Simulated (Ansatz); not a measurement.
# CuO (P-1) in Ansatz: further runs

One crystal, CuO, is run at these levels: LDA, PBE, PBEsol, RPBE, revPBE; tasks: relaxation of cell and atoms.

Program: Ansatz 0.2.0. These are calculated values, not measurements. Logs are shortened: lines on timing, memory, paths and dates and some standing lists are left out, and cuts for length are marked.

### Step 1. The structure

The typed cell holds 4 atoms: a = 2.880 Å, b = 2.880 Å, c = 5.176 Å, α = 89.81°, β = 89.81°, γ = 89.22°.

The cell comes from a database or a generator and needn't be the stable form of this composition.

### Step 2. Relaxation of cell and atoms, LDA

input.yaml

```yaml
crystal:
  lattice:
    - [2.8795009639, 0.0, 0.0]
    - [0.039072758, 2.8792794796, 0.0]
    - [0.0174953863, 0.0172449008, 5.1763391994]
  atoms:
    - { symbol: Cu, position: [0.0, 0.5, 0.0] }
    - { symbol: Cu, position: [0.5, 0.0, 0.5] }
    - { symbol: O, position: [0.99842397, 0.00167178, 0.7498871] }
    - { symbol: O, position: [0.00157603, 0.99832822, 0.2501129] }
hamiltonian:
  xc: lda
  pseudopotentials: { kind: paw }
kpoints:
  mp_grid: { grid: [9, 9, 5] }
scf:
  occupations: { method: fermi_dirac, width: 0.05 }
output:
  forces: true
  stress: true
  eigenvalues: true
relax:
  f_tol: 0.01
  max_steps: 40
  cell: { stress_tol: 0.05 }
```

Potentials or basis: Ansatz PAW.

The run is started by

```sh
> ansatz run input.yaml --threads 2 --pin off --max-ram 5632MiB --backend cpu --events-out ev --progress --plain --runs-dir out
```

Output:

```text
Warning: RAYON_NUM_THREADS=2 ignored (pool sized by the plan → 2); use --threads N
Engine: ansatz 0.2.0, x86_64-unknown-linux-gnu
Pseudopotentials: kind: paw
Pseudopotential: Cu, paw, valence charge 19, recommended cutoff 420 eV (normal), Cu.paw.azcp
Pseudopotential: O, paw, valence charge 6, recommended cutoff 420 eV (normal), O.paw.azcp
Functional definition: SPW92
  exchange = slater_x
  correlation = pw_c
Crystal: 4 atoms, lattice volume = 42.916 Å³
Basis set: ecut = 420 eV, 827 PW (Γ)
Bands: 30, of which v1, the nominal top of the filled ones, is band 25 counted from 1 (24 counted from 0)
Symmetry: 2 space group operations
Space group: P-1 (ITA 2), of the structure as read, at distance tolerance 3.5e-5 Å
k-points: 203 of 405
Non-local potential: Cu, projectors of the file, l = 0: 3, l = 1: 2, l = 2: 3, l = 3: 1
Non-local potential: O, projectors of the file, l = 0: 2, l = 1: 2, l = 2: 1
PAW form: soft (Blöchl's): semilocal exchange-correlation on the pseudo side does not see the compensation charge
PAW frozen core: Cu, regenerated for the run's functional, and the local potential with it (the file was generated under x = pbe(κ = 0.804, μ = 0.2195149727645171), c = pbe(β = 0.06672455060314922))
PAW frozen core: O, regenerated for the run's functional, and the local potential with it (the file was generated under x = pbe(κ = 0.804, μ = 0.2195149727645171), c = pbe(β = 0.06672455060314922))
PAW one-centre angular grid: Cu, 590 points (default); XC on 64 Gauss nodes
PAW one-centre angular grid: O, 110 points (default); XC on 64 Gauss nodes
Initial density: superposition of atomic densities (neutral atoms: chi_scale 0, normalization atom), corrected by the library's trained network
Initial wavefunctions: pseudopotential atomic-orbital guess
Functional: x = slater, c = lda
SCF iter   1: F=—  HF=-14219.334719 eV  |F-HF|=—  |Δ(HF+E_count)|=         —  Δρ=2.30e-2  dr2=1.55e-1  ethr=1.77e-3  ⟨swp⟩=5.6  Hψ=21745  notcnv=0
preconditioner: auto → LDOS  [metal: Δε(μ)=0.058 eV  Ē_g=11.159 eV  σ=0.050 eV  W_gap=0.28  n_scr=16 (ndim 8)  ℏωp=33.1 eV  f_vac=0.037  D(μ)=2.20/eV (n_scr^D=16)  β→1.0]
SCF iter   2: F=—  HF=-14219.391083 eV  |F-HF|=—  |Δ(HF+E_count)|=   5.64e-2  Δρ=3.64e-2  dr2=2.96e-1  ethr=3.10e-4  ⟨swp⟩=2.6  Hψ=14003  notcnv=0  recentre
SCF iter   3: F=—  HF=-14219.288118 eV  |F-HF|=—  |Δ(HF+E_count)|=   1.03e-1  Δρ=5.04e-3  dr2=9.65e-3  ethr=3.10e-4  ⟨swp⟩=2.3  Hψ=11853  notcnv=0
SCF iter   4: F=—  HF=-14219.285799 eV  |F-HF|=—  |Δ(HF+E_count)|=   2.32e-3  Δρ=2.34e-3  dr2=1.57e-3  ethr=1.93e-5  ⟨swp⟩=2.5  Hψ=11081  notcnv=0
SCF iter   5: F=—  HF=-14219.285523 eV  |F-HF|=—  |Δ(HF+E_count)|=   2.76e-4  Δρ=6.27e-4  dr2=1.02e-4  ethr=3.14e-6  ⟨swp⟩=2.2  Hψ=8293  notcnv=0
SCF iter   6: F=—  HF=-14219.285506 eV  |F-HF|=—  |Δ(HF+E_count)|=   1.71e-5  Δρ=1.48e-4  dr2=5.71e-6  ethr=2.04e-7  ⟨swp⟩=2.0  Hψ=7766  notcnv=0
SCF iter   7: F=—  HF=-14219.285504 eV  |F-HF|=—  |Δ(HF+E_count)|=   2.28e-6  Δρ=3.56e-5  dr2=3.12e-7  ethr=1.14e-8  ⟨swp⟩=2.1  Hψ=8172  notcnv=0
SCF iter   8: F=-14219.285504 eV  HF=-14219.285504 eV  |F-HF|=5.30e-9  |Δ(HF+E_count)|=   2.14e-8  Δρ=5.39e-6  dr2=7.04e-9  ethr=2.00e-10  ⟨swp⟩=4.3  Hψ=21325  notcnv=0
SCF 1 converged in 8 iterations: F = -14219.285504 eV  dr2 = 7.04e-9
relax step   1: F+E_penalty+E_count = -14219.28550360 eV  Δ(F+E_penalty+E_count) = +0.000e0 eV  max|allowed force component| = 9.069e-3 eV/Å  Δτ_max = 0.0000 Å  P = -8.511 GPa  Ω = 42.916 Å³  (8 SCF iters, dr2 threshold 1.00e-7 eV, accepted)
Crystal: 4 atoms, lattice volume = 42.012 Å³
Basis set: ecut = 420 eV, 817 PW (Γ)
Initial density: handed on by an earlier stage of this run
Initial wavefunctions: those handed on with the density
iter 1 solved again at ethr=2.02e-5 eV; its pass at ethr=3.10e-3 eV (dr2=1.01e-2 eV) is discarded
SCF iter   1: F=—  HF=-14219.336281 eV  |F-HF|=—  |Δ(HF+E_count)|=         —  Δρ=5.94e-3  dr2=1.02e-2  ethr=2.02e-5  ⟨swp⟩=1.0  Hψ=27403  notcnv=0
preconditioner: auto → LDOS  [metal: Δε(μ)=0.061 eV  Ē_g=11.396 eV  σ=0.050 eV  W_gap=0.30  n_scr=16 (ndim 8)  ℏωp=33.4 eV  f_vac=0.028  D(μ)=2.26/eV (n_scr^D=18)  β→1.0]
[... 57 lines left out ...]
preconditioner: auto → LDOS  [metal: Δε(μ)=0.085 eV  Ē_g=11.595 eV  σ=0.050 eV  W_gap=0.40  n_scr=16 (ndim 8)  ℏωp=33.8 eV  f_vac=0.026  D(μ)=2.19/eV (n_scr^D=16)  β→1.0]
SCF iter   2: F=—  HF=-14219.346719 eV  |F-HF|=—  |Δ(HF+E_count)|=   6.99e-6  Δρ=1.59e-4  dr2=8.13e-6  ethr=1.04e-7  ⟨swp⟩=1.3  Hψ=7008  notcnv=0
SCF iter   3: F=—  HF=-14219.346717 eV  |F-HF|=—  |Δ(HF+E_count)|=   1.89e-6  Δρ=1.01e-4  dr2=2.50e-6  ethr=1.63e-8  ⟨swp⟩=2.5  Hψ=9380  notcnv=0
SCF iter   4: F=—  HF=-14219.346717 eV  |F-HF|=—  |Δ(HF+E_count)|=   1.05e-7  Δρ=6.90e-5  dr2=1.01e-6  ethr=5.00e-9  ⟨swp⟩=2.0  Hψ=10665  notcnv=0
SCF iter   5: F=-14219.346717 eV  HF=-14219.346717 eV  |F-HF|=3.13e-8  |Δ(HF+E_count)|=   4.28e-7  Δρ=1.09e-5  dr2=3.86e-8  ethr=7.83e-10  ⟨swp⟩=2.9  Hψ=22143  notcnv=0
SCF 7 converged in 5 iterations: F = -14219.346717 eV  dr2 = 3.86e-8
relax step   7: F+E_penalty+E_count = -14219.34671678 eV  Δ(F+E_penalty+E_count) = -4.276e-4 eV  max|allowed force component| = 1.968e-4 eV/Å  Δτ_max = 0.0008 Å  P = -0.007 GPa  Ω = 41.072 Å³  energy of the carried Pulay correction = +3.507e-4 eV  (5 SCF iters, dr2 threshold 3.91e-7 eV, accepted)
iter 1 solved again at ethr=8.52e-8 eV; its pass at ethr=3.10e-3 eV (dr2=4.26e-5 eV) is discarded
SCF iter   1: F=—  HF=-14219.346397 eV  |F-HF|=—  |Δ(HF+E_count)|=         —  Δρ=2.12e-5  dr2=3.76e-8  ethr=8.52e-8  ⟨swp⟩=3.0  Hψ=37468  notcnv=0
preconditioner: auto → LDOS  [metal: Δε(μ)=0.085 eV  Ē_g=11.596 eV  σ=0.050 eV  W_gap=0.40  n_scr=16 (ndim 8)  ℏωp=33.8 eV  f_vac=0.026  D(μ)=2.19/eV (n_scr^D=16)  β→1.0]
SCF iter   2: F=—  HF=-14219.346396 eV  |F-HF|=—  |Δ(HF+E_count)|=   1.15e-6  Δρ=1.31e-5  dr2=4.37e-8  ethr=7.51e-11  ⟨swp⟩=2.0  Hψ=11214  notcnv=0
SCF iter   3: F=—  HF=-14219.346396 eV  |F-HF|=—  |Δ(HF+E_count)|=   7.21e-9  Δρ=4.66e-6  dr2=6.79e-9  ethr=7.51e-11  ⟨swp⟩=2.1  Hψ=8212  notcnv=0
SCF iter   4: F=—  HF=-14219.346396 eV  |F-HF|=—  |Δ(HF+E_count)|=   1.99e-9  Δρ=7.93e-6  dr2=1.43e-8  ethr=1.36e-11  ⟨swp⟩=2.0  Hψ=11190  notcnv=0  recentre
SCF iter   5: F=—  HF=-14219.346396 eV  |F-HF|=—  |Δ(HF+E_count)|=   4.06e-9  Δρ=9.49e-7  dr2=2.29e-10  ethr=1.36e-11  ⟨swp⟩=2.0  Hψ=10380  notcnv=0
SCF iter   6: F=-14219.346396 eV  HF=-14219.346396 eV  |F-HF|=3.82e-11  |Δ(HF+E_count)|=  2.91e-11  Δρ=3.52e-7  dr2=3.08e-11  ethr=1.00e-12  ⟨swp⟩=3.0  Hψ=22964  notcnv=0
SCF 8 converged in 6 iterations: F = -14219.346396 eV  dr2 = 3.08e-11
relax step   8: F+E_penalty+E_count = -14219.34639556 eV  Δ(F+E_penalty+E_count) = +3.212e-4 eV  max|allowed force component| = 1.764e-4 eV/Å  Δτ_max = 0.0000 Å  P = -0.013 GPa  Ω = 41.072 Å³  stress off target by 3.07e-2 GPa  SCF on the basis re-selected at this cell (its energy is not comparable with the rows above)  (6 SCF iters)
basis re-selected at this cell: Δ(F+E_penalty+E_count) = +3.212e-4 eV, ΔP = -0.006 GPa vs the last step (what re-selecting the basis moved, of the pressure what is left beyond the Pulay correction that the steps carried, after the strain that the cell walked since its last selection, with what the two solves' SCF thresholds leave and, on support functions, any second-order correction that the steps lacked; it is no measure of the basis error at this ecutwfc). This SCF's stress stands 3.07e-2 GPa from its target on what of the cell is left free (relax.cell.stress_tol is 5.00e-2 GPa) and its largest allowed force component is 1.76e-4 eV/Å (relax.f_tol is 1.00e-2 eV/Å): within both
SCF converged after 6 iterations
Free energy (F): -14219.346396 eV
Harris-Foulkes:  -14219.346396 eV  (|F-HF|=3.82e-11)
Internal energy: -14219.327834 eV  (E = F + TS)
E sigma→0 (E₀):  -14219.337115 eV
Entropy (-TS):   -0.018561 eV (-4.640 meV/atom)
Fermi energy:    11.860857 eV
--- Per-component energies (eV) ---
  E_band       = -884.748316
  E_kinetic    = 943.813093
  E_local      = -9879.645782  (includes V_loc(G=0)·N_el)
  E_nonlocal   = 886.483692
  E_hartree    = 4272.217692
  E_xc         = -321.542454
  E_vxc        = -415.407752  (∫ρ·V_xc dr)
  E_paw        = -3473.874839  (= ΣΔE_a)
  E_vpaw       = -964.432613  (= ΣTr[D̂ρ^β])
  E_aug_tail   = 0.005408  (compensation charges beyond the density's cutoff)
  E_ewald      = -6647.877807
  E_core_change = 1.093163  (= ΣΔE_core)
  E_smearing   = -0.018561  (= −TS)
  E_closure    = -0.000000  (closes the sum)
  Σ components = -14219.346396   (vs F -14219.346396, Δ=0.00e0)
--- Forces (eV/Å), atoms counted from 1 ---
  atom   1  Cu     0.00000000     0.00000000     0.00000000
  atom   2  Cu     0.00000000     0.00000000     0.00000000
  atom   3  O      0.00000988     0.00010190    -0.00017638
  atom   4  O     -0.00000988    -0.00010190     0.00017638
  max |Σ_I F_I| component: 0.00e0 eV/Å
--- Stress (GPa, compression-positive) ---
       -0.011073      -0.015188      -0.005461
       -0.015188      -0.006872      -0.006409
       -0.005461      -0.006409      -0.019840
  P = ⅓ Tr σ = -0.0126 GPa (-0.126 kbar)
--- Band table (eV; the first three rows and the last of 203) ---
  k-point 0: bands = ["-100.2670", "-100.2664", "-58.2078", "-58.2077", "-58.1636", "-58.1551", "-57.8739", "-57.8738", "-8.3897", "-6.8107", "2.8858", "5.8386", "5.8429", "7.6567", "8.0455", "8.0461", "8.1585", "8.5393", "9.0221", "9.2288", "9.2305", "9.2632", "9.3657", "9.7683", "12.5945", "12.5997", "13.4808", "17.9559", "19.3957", "25.2974"]
  k-point 1: bands = ["-100.2670", "-100.2665", "-58.2078", "-58.2077", "-58.1628", "-58.1559", "-57.8739", "-57.8738", "-8.2667", "-6.9999", "3.3212", "5.8548", "5.8584", "7.4786", "7.8420", "7.8423", "7.9084", "8.1563", "9.2075", "9.2729", "9.3558", "9.5651", "9.5672", "9.6659", "12.4036", "12.4082", "13.9854", "17.1233", "20.5883", "25.4091"]
  k-point 2: bands = ["-100.2668", "-100.2666", "-58.2078", "-58.2076", "-58.1607", "-58.1581", "-57.8739", "-57.8738", "-7.9234", "-7.4457", "4.4769", "5.8843", "5.8857", "6.0259", "7.6079", "7.6081", "7.9759", "8.1116", "9.2984", "9.3085", "9.3301", "9.4567", "10.0878", "10.0893", "12.0228", "12.0252", "14.9910", "16.0449", "22.5946", "24.7096"]
  k-point 202: bands = ["-100.2659", "-100.2655", "-58.2250", "-58.2089", "-58.1583", "-58.1568", "-57.8877", "-57.8743", "-7.5221", "-6.6994", "4.2303", "4.3725", "5.6066", "5.8761", "7.1413", "7.3468", "8.4463", "8.9385", "9.0281", "9.2149", "9.4012", "9.6483", "9.8578", "10.1702", "11.7723", "12.3562", "15.7106", "17.4890", "19.7572", "22.6165"]
--- Relaxed structure (6 steps of the walk, 6 accepted, 2 SCFs on fresh bases) ---
  F+E_penalty+E_count = -14219.34639556 eV   max|allowed force component| = 1.764e-4 eV/Å   (the final SCF, on the basis selected at the relaxed cell)
  cell:  # Å, volume = 41.0720 Å³
    - [2.854350352188422, -0.016591077644991712, -0.004074789475155076]
    - [0.022141680780771642, 2.8542547184649134, -0.004059729150620039]
    - [0.009918162357791298, 0.009796427139979042, 5.041081546725089]
  atoms:
    - { symbol: Cu, position: [4.614211980167801e-19, 0.5, 0.0] }
    - { symbol: Cu, position: [0.49999999999999994, 2.168404344971009e-19, 0.5] }
    - { symbol: O, position: [0.9997928413489974, 0.00020364032281609346, 0.7500004706927249] }
    - { symbol: O, position: [0.00020715865100244893, 0.9997963596771838, 0.249999529307275] }
```

Wall time 16 s (2 threads of AMD EPYC 9R45 (Zen 5), shared host); peak memory 0.54 GiB.

What came out:

```yaml
Free_energy: -14219.3464 eV
Relaxed_volume: 10.27 Å³/atom
Relaxed_cell: a = 2.854 Å, b = 2.854 Å, c = 5.041 Å, α = 89.97°, β = 89.97°, γ = 89.89°
Space_group_after_relaxing_to_0.05_Å: P4_2/mmc (No. 131)
Energy_gained_by_relaxing: 15.2 meV/atom
Ionic_steps: 8
Pressure_after_relaxing: 0.0 GPa
Band_gap_on_the_k_mesh: none (metal or under the smearing width)
```

Step by step:
```tsv
step	energy change (eV)	largest force (eV/Å)	volume (Å³)
1	0.0000	0.0148	42.92
2	-0.0489	0.0106	42.01
3	-0.0692	0.0037	41.05
4	-0.0690	0.0020	41.11
5	-0.0689	0.0003	41.13
6	-0.0608	0.0003	41.13
7	-0.0612	0.0002	41.07
8	-0.0609	0.0002	41.07
```

Final structure:
```yaml
crystal:
  lattice:
    - [2.85435, -0.01659, -0.00407]
    - [0.02214, 2.85425, -0.00406]
    - [0.00992, 0.00980, 5.04108]
  atoms:
    - { symbol: Cu, position: [0.00000, 0.50000, 0.00000] }
    - { symbol: Cu, position: [0.50000, 0.00000, 0.50000] }
    - { symbol: O, position: [0.99979, 0.00020, 0.75000] }
    - { symbol: O, position: [0.00021, 0.99980, 0.25000] }
```

Levels at points of the mesh, in eV from the Fermi level:
```
           k point  band 22  band 23  band 24  band 25  band 26  band 27  band 28  band 29
(0.00, 0.00, 0.00)    -2.60    -2.50    -2.09     0.73     0.74     1.62     6.10     7.53
```

Caveat: the plane-wave basis is chosen anew once the cell has moved, so the energies of steps on either side of that aren't comparable; the pressure holds a Pulay correction of +0.9 GPa for the finite cutoff; the run has no spin polarisation, though such a crystal can be magnetic; semilocal functionals often make such compounds metallic where correlation or magnetic order opens a gap, which also shifts bond lengths; the PAW data sets come from PBE, with cores solved anew for the run's functional, which leaves a small shift of forces and pressure.

(Continued in part 2 of 2.)
